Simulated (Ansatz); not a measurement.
# CdSe (F-43m) in Ansatz: notebook

Runs on CdSe. Level: PBEsol. Tasks: single point.

Everything below comes from runs of Ansatz 0.2.0. Logs are shortened: lines on timing, memory, paths and dates and some standing lists are left out, and cuts for length are marked.

## Step 1: The crystal as given

The structure is cubic, space group F-43m (No. 216). Conventional cell: a = 6.141 Å, b = 6.141 Å, c = 6.141 Å, α = 90.00°, β = 90.00°, γ = 90.00°. Around Cd (site symmetry -43m) lie 4 Se at 2.66 Å. Se (site symmetry -43m) has 4 Cd at 2.66 Å as nearest neighbours.

Measurements of this composition are mostly on another form, of space group No. 186.

## Step 2: Single point, PBEsol, 27.21 Å³/atom (volume scaled by 0.94)

The input, input.yaml:

```yaml
crystal:
  lattice:
    - [0.0, 3.0075950161, 3.0075950161]
    - [3.0075950161, 0.0, 3.0075950161]
    - [3.0075950161, 3.0075950161, 0.0]
  atoms:
    - { symbol: Cd, position: [0.0, 0.0, 0.0] }
    - { symbol: Se, position: [0.25, 0.25, 0.25] }
kpoints:
  mp_grid: { grid: [8, 8, 8] }
scf:
  occupations: { method: fermi_dirac, width: 0.05 }
hamiltonian:
  xc: pbesol
  pseudopotentials: { kind: all_electron, lapw: { basis_error: 0.0005 } }
output:
  forces: true
  stress: true
  eigenvalues: true
```

Potentials or basis: all-electron LAPW, scalar-relativistic.

Command:

```sh
$ ansatz run input.yaml --threads 1 --pin off --max-ram 3072MiB --backend cpu --events-out ev --progress --plain --runs-dir out
```

Standard output:

```text
Warning: RAYON_NUM_THREADS=1 ignored (pool sized by the plan → 1); use --threads N
LAPW: plane waves up to 8.920 Å⁻¹, error target 5.0e-4 eV per atom; small_component_spin mean_spin; Se in spheres of 1.256 Å, 24 of its electrons in bands, Dirac shells []; Cd in spheres of 1.349 Å, 30 of its electrons in bands, Dirac shells [] (how accurate: hamiltonian.pseudopotentials.lapw.basis_error, Limitations)
Engine: ansatz 0.2.0, aarch64-unknown-linux-gnu
Pseudopotentials: kind: all_electron
Pseudopotential: Cd, LAPW, valence charge 30, lapw/all_electron/scalar/gaussian/Cd, Koelling and Harmon's equation, gaussian nucleus
Pseudopotential: Se, LAPW, valence charge 24, lapw/all_electron/scalar/gaussian/Se, Koelling and Harmon's equation, gaussian nucleus
Functional definition: PBEsol
  exchange = pbesol_x
  correlation = pbesol_c
Crystal: 2 atoms, lattice volume = 54.411 Å³
Basis set: ecut = 303.1594786365442 eV, 645 PW (Γ), exchange–correlation at level 2
Bands: 33, of which v1, the nominal top of the filled ones, is band 27 counted from 1 (26 counted from 0)
Symmetry: 24 space group operations
Space group: F-43m (ITA 216), of the structure as read, at distance tolerance 3.8e-5 Å
k-points: 29 of 512 (time reversal used)
Non-local potential: Cd, projectors of the file, none
Non-local potential: Se, projectors of the file, none
Initial density: superposition of atomic densities (chi_scale 0.1, normalization cell, long waves kept (reshape's long-wave potential 0.00 eV rms))
Initial wavefunctions: plane waves of lowest kinetic energy (no species holds an atomic orbital)
Functional: x = pbesol(κ = 0.804, μ = 0.12345679012345678), c = pbesol(β = 0.046)
iter 1 solved again at ethr=1.64e-3 eV; its pass at ethr=1.00e-1 eV (dr2=8.84e-1 eV) is discarded
SCF iter   1: F=—  HF=-218247.365837 eV  |F-HF|=—  |Δ(HF+E_count)|=         —  Δρ=2.83e-2  dr2=8.85e-1  ethr=1.64e-3  ⟨swp⟩=2.0  Hψ=5832  notcnv=0
preconditioner: auto → none  [insulator: Δε(μ)=0.986 eV  Ē_g=13.389 eV  σ=0.050 eV  W_gap=1.00  n_scr=14 (ndim 8)  ℏωp=21.4 eV  f_vac=0.272  D(μ)=0.00/eV (n_scr^D=0)  ε∞_Penn≈3.5]
iter 2 solved again at ethr=3.37e-5 eV; its pass at ethr=1.64e-3 eV (dr2=1.82e-2 eV) is discarded
SCF iter   2: F=—  HF=-218247.044980 eV  |F-HF|=—  |Δ(HF+E_count)|=   3.21e-1  Δρ=7.16e-3  dr2=1.82e-2  ethr=3.37e-5  ⟨swp⟩=2.0  Hψ=4768  notcnv=0
SCF iter   3: F=—  HF=-218247.008326 eV  |F-HF|=—  |Δ(HF+E_count)|=   3.67e-2  Δρ=4.27e-3  dr2=9.94e-3  ethr=3.37e-5  ⟨swp⟩=2.2  Hψ=2907  notcnv=0
SCF iter   4: F=—  HF=-218247.006492 eV  |F-HF|=—  |Δ(HF+E_count)|=         —  Δρ=1.38e-3  dr2=1.00e-3  ethr=1.84e-5  ⟨swp⟩=2.0  Hψ=2728  notcnv=0
the basis was enlarged: its passes take 80.8 KiB over the memory plan, 1 of 1 planned eigensolver slots
SCF iter   5: F=—  HF=-218247.006383 eV  |F-HF|=—  |Δ(HF+E_count)|=   1.09e-4  Δρ=1.84e-4  dr2=1.17e-5  ethr=1.85e-6  ⟨swp⟩=2.0  Hψ=2728  notcnv=0
SCF iter   6: F=—  HF=-218247.006385 eV  |F-HF|=—  |Δ(HF+E_count)|=   1.90e-6  Δρ=3.84e-5  dr2=6.03e-7  ethr=2.17e-8  ⟨swp⟩=2.1  Hψ=2732  notcnv=0
SCF iter   7: F=-218247.006386 eV  HF=-218247.006386 eV  |F-HF|=3.84e-8  |Δ(HF+E_count)|=   9.78e-7  Δρ=6.65e-6  dr2=1.68e-8  ethr=1.12e-9  ⟨swp⟩=3.0  Hψ=2842  notcnv=0
SCF 1 converged in 7 iterations: F = -218247.006386 eV  dr2 = 1.68e-8
SCF converged after 7 iterations
Free energy (F): -218247.006386 eV
Harris-Foulkes:  -218247.006386 eV  (|F-HF|=3.84e-8)
Internal energy: -218247.006362 eV  (E = F + TS)
E sigma→0 (E₀):  -218247.006374 eV
Entropy (-TS):   -0.000024 eV (-0.012 meV/atom)
Fermi energy:    8.862057 eV
--- Per-component energies (eV) ---
  E_band       = -5882.820860
  E_kinetic    = 227032.970494
  E_xc         = -6488.961812
  E_electrostatic = -438791.015044  (all electrons and nuclei)
  E_smearing   = -0.000024  (= −TS)
  E_closure    = 0.000000  (closes the sum)
  E_atoms      = -218240.837515  (free atoms, spherical and without spin; not in F)
  Σ components = -218247.006386   (vs F -218247.006386, Δ=0.00e0)
  Basis errors (estimates in eV, not in F): energy 2.2e-4 per atom: plane waves 2.0e-4 (1.2e-4 summed), levels above the bands 3.8e-86, relativity 1.2e-8, radial functions 2.1e-5, core shells 1.3e-8; eigenvalues (radial functions only) 3.7e-7; not estimated: angular momenta, meshes, grids; target (lapw.basis_error) 5.0e-4; muffin-tin radii Se 1.256 Å, Cd 1.349 Å
--- Forces (eV/Å), atoms counted from 1 ---
  atom   1  Cd    -0.00000000     0.00000000    -0.00000000
  atom   2  Se     0.00000000    -0.00000000     0.00000000
  max |Σ_I F_I| component: 5.55e-17 eV/Å
--- Stress (GPa, compression-positive) ---
        1.876541       0.000000      -0.000000
        0.000000       1.876541       0.000000
       -0.000000       0.000000       1.876541
  P = ⅓ Tr σ = 1.8765 GPa (18.765 kbar)
--- Band table (eV; the first three rows and the last of 29) ---
  k-point 0: bands = ["-380.5465", "-380.5465", "-380.5445", "-380.5445", "-380.5445", "-198.1322", "-137.7968", "-137.7968", "-137.7968", "-93.0234", "-54.1244", "-54.1244", "-54.1244", "-38.2336", "-38.2336", "-38.2336", "-38.2297", "-38.2297", "-4.2654", "0.5212", "0.5212", "0.5212", "0.9398", "0.9398", "8.5527", "8.5527", "8.5527", "9.0979", "14.4177", "14.4177", "14.4177", "18.2856", "19.7328"]
  k-point 1: bands = ["-380.5465", "-380.5465", "-380.5445", "-380.5445", "-380.5445", "-198.1322", "-137.7968", "-137.7968", "-137.7968", "-93.0234", "-54.1245", "-54.1245", "-54.1245", "-38.2337", "-38.2336", "-38.2336", "-38.2297", "-38.2297", "-4.2062", "0.5402", "0.5402", "0.5697", "0.9386", "0.9386", "7.2820", "8.4169", "8.4169", "10.1308", "14.1994", "14.6314", "14.6314", "18.8631", "18.8631"]
  k-point 2: bands = ["-380.5465", "-380.5465", "-380.5445", "-380.5445", "-380.5445", "-198.1322", "-137.7968", "-137.7968", "-137.7968", "-93.0234", "-54.1246", "-54.1245", "-54.1245", "-38.2337", "-38.2336", "-38.2336", "-38.2297", "-38.2297", "-4.0614", "0.5819", "0.5819", "0.7406", "0.9417", "0.9417", "5.7600", "8.1186", "8.1186", "10.8113", "14.4518", "14.9589", "14.9589", "18.5296", "18.6023"]
  k-point 28: bands = ["-380.5465", "-380.5465", "-380.5445", "-380.5445", "-380.5445", "-198.1322", "-137.7968", "-137.7968", "-137.7968", "-93.0234", "-54.1247", "-54.1247", "-54.1246", "-38.2338", "-38.2337", "-38.2336", "-38.2297", "-38.2296", "-3.7245", "0.7224", "0.7368", "0.9008", "0.9419", "1.4711", "4.3641", "6.1588", "6.1665", "13.6512", "13.6853", "14.9832", "16.0153", "19.2117", "21.1630"]
```

Wall time 26 s (1 thread of Arm Neoverse V1, shared host); peak memory 0.33 GiB.

Results:

```
Free energy            : -218247.0064 eV
Pressure               : 1.9 GPa
Band gap on the k mesh : 0.55 eV, direct
```

## Step 3: Single point, PBEsol, 27.78 Å³/atom (volume scaled by 0.96)

Edit input.yaml of step 2 so:

```diff
@@ -2,5 +2,5 @@
   lattice:
-    - [0.0, 3.0075950161, 3.0075950161]
-    - [3.0075950161, 0.0, 3.0075950161]
-    - [3.0075950161, 3.0075950161, 0.0]
+    - [0.0, 3.0287759606, 3.0287759606]
+    - [3.0287759606, 0.0, 3.0287759606]
+    - [3.0287759606, 3.0287759606, 0.0]
   atoms:
```

Potentials or basis: all-electron LAPW, scalar-relativistic.

Command:

```sh
$ ansatz run input.yaml --threads 1 --pin off --max-ram 3072MiB --backend cpu --events-out ev --progress --plain --runs-dir out
```

It took 25 s on 1 thread of Arm Neoverse V1, shared host; peak memory 0.33 GiB.

Results (log left out):

```
Free energy            : -218247.0154 eV
Pressure               : 0.7 GPa
Band gap on the k mesh : 0.50 eV, direct
```

## Step 4: Single point, PBEsol, 28.36 Å³/atom (volume scaled by 0.98)

Edit input.yaml of step 3 so:

```diff
@@ -2,5 +2,5 @@
   lattice:
-    - [0.0, 3.0287759606, 3.0287759606]
-    - [3.0287759606, 0.0, 3.0287759606]
-    - [3.0287759606, 3.0287759606, 0.0]
+    - [0.0, 3.0496647307, 3.0496647307]
+    - [3.0496647307, 0.0, 3.0496647307]
+    - [3.0496647307, 3.0496647307, 0.0]
   atoms:
```

Command:

```sh
$ ansatz run input.yaml --threads 1 --pin off --max-ram 3072MiB --backend cpu --events-out ev --progress --plain --runs-dir out
```

Wall time 24 s (1 thread of Arm Neoverse V1, shared host); peak memory 0.32 GiB.

It converged, with:

```yaml
Free_energy: -218247.0162 eV
Pressure: -0.4 GPa
Band_gap_on_the_k_mesh: 0.46 eV, direct
```

## Step 5: Single point, PBEsol, 28.94 Å³/atom

Edit input.yaml of step 4 so:

```diff
@@ -2,5 +2,5 @@
   lattice:
-    - [0.0, 3.0496647307, 3.0496647307]
-    - [3.0496647307, 0.0, 3.0496647307]
-    - [3.0496647307, 3.0496647307, 0.0]
+    - [0.0, 3.0702711986, 3.0702711986]
+    - [3.0702711986, 0.0, 3.0702711986]
+    - [3.0702711986, 3.0702711986, 0.0]
   atoms:
```

Command:

```sh
$ ansatz run input.yaml --threads 1 --pin off --max-ram 3072MiB --backend cpu --events-out ev --progress --plain --runs-dir out
```

It took 23 s on 1 thread of Arm Neoverse V1, shared host; peak memory 0.32 GiB.

It converged, with:

| Item | Value |
| --- | --- |
| Free energy | -218247.0095 eV |
| Pressure | -1.4 GPa |
| Band gap on the k mesh | 0.43 eV, direct |

## Step 6: Single point, PBEsol, 29.52 Å³/atom (volume scaled by 1.02)

Edit input.yaml of step 5 so:

```diff
@@ -2,5 +2,5 @@
   lattice:
-    - [0.0, 3.0702711986, 3.0702711986]
-    - [3.0702711986, 0.0, 3.0702711986]
-    - [3.0702711986, 3.0702711986, 0.0]
+    - [0.0, 3.090604713, 3.090604713]
+    - [3.090604713, 0.0, 3.090604713]
+    - [3.090604713, 3.090604713, 0.0]
   atoms:
```

Potentials or basis: all-electron LAPW, scalar-relativistic.

Command:

```sh
$ ansatz run input.yaml --threads 1 --pin off --max-ram 3072MiB --backend cpu --events-out ev --progress --plain --runs-dir out
```

It took 21 s on 1 thread of Arm Neoverse V1, shared host; peak memory 0.31 GiB.

Results (log left out):

| Property | Result |
| --- | --- |
| Free energy | -218246.9963 eV |
| Pressure | -2.2 GPa |
| Band gap on the k mesh | 0.39 eV, direct |

## Step 7: Single point, PBEsol, 30.10 Å³/atom (volume scaled by 1.04)

Edit input.yaml of step 6 so:

```diff
@@ -2,5 +2,5 @@
   lattice:
-    - [0.0, 3.090604713, 3.090604713]
-    - [3.090604713, 0.0, 3.090604713]
-    - [3.090604713, 3.090604713, 0.0]
+    - [0.0, 3.1106741371, 3.1106741371]
+    - [3.1106741371, 0.0, 3.1106741371]
+    - [3.1106741371, 3.1106741371, 0.0]
   atoms:
```

Command:

```sh
$ ansatz run input.yaml --threads 1 --pin off --max-ram 3072MiB --backend cpu --events-out ev --progress --plain --runs-dir out
```

Wall time 21 s (1 thread of Arm Neoverse V1, shared host); peak memory 0.31 GiB.

The run converged. Its results:

```
Free energy            : -218246.9772 eV
Pressure               : -3.0 GPa
Band gap on the k mesh : 0.35 eV, direct
```

## Step 8: Single point, PBEsol, 30.68 Å³/atom (volume scaled by 1.06)

Edit input.yaml of step 7 so:

```diff
@@ -2,5 +2,5 @@
   lattice:
-    - [0.0, 3.1106741371, 3.1106741371]
-    - [3.1106741371, 0.0, 3.1106741371]
-    - [3.1106741371, 3.1106741371, 0.0]
+    - [0.0, 3.1304878824, 3.1304878824]
+    - [3.1304878824, 0.0, 3.1304878824]
+    - [3.1304878824, 3.1304878824, 0.0]
   atoms:
```

Command:

```sh
$ ansatz run input.yaml --threads 1 --pin off --max-ram 3072MiB --backend cpu --events-out ev --progress --plain --runs-dir out
```

Run time: 21 s. Hardware: 1 thread of Arm Neoverse V1, shared host; peak memory 0.31 GiB.

The run converged. Its results:

- Free energy: -218246.9530 eV
- Pressure: -3.7 GPa
- Band gap on the k mesh: 0.31 eV, direct

## Step 9: For comparison

An earlier run on the cell as given: functional PBEsol; potentials or basis all-electron LAPW, scalar-relativistic; cutoff 266 eV (chosen from the basis error); basis error allowed 0.001 eV/atom; k mesh 8 × 8 × 8; occupations fermi-dirac, width 0.05 eV; no spin polarisation.

- Pressure: -1.4 GPa
- Band gap on the k mesh: 0.43 eV, direct
- Loewdin charges: Cd +1.21; Se -1.02 e
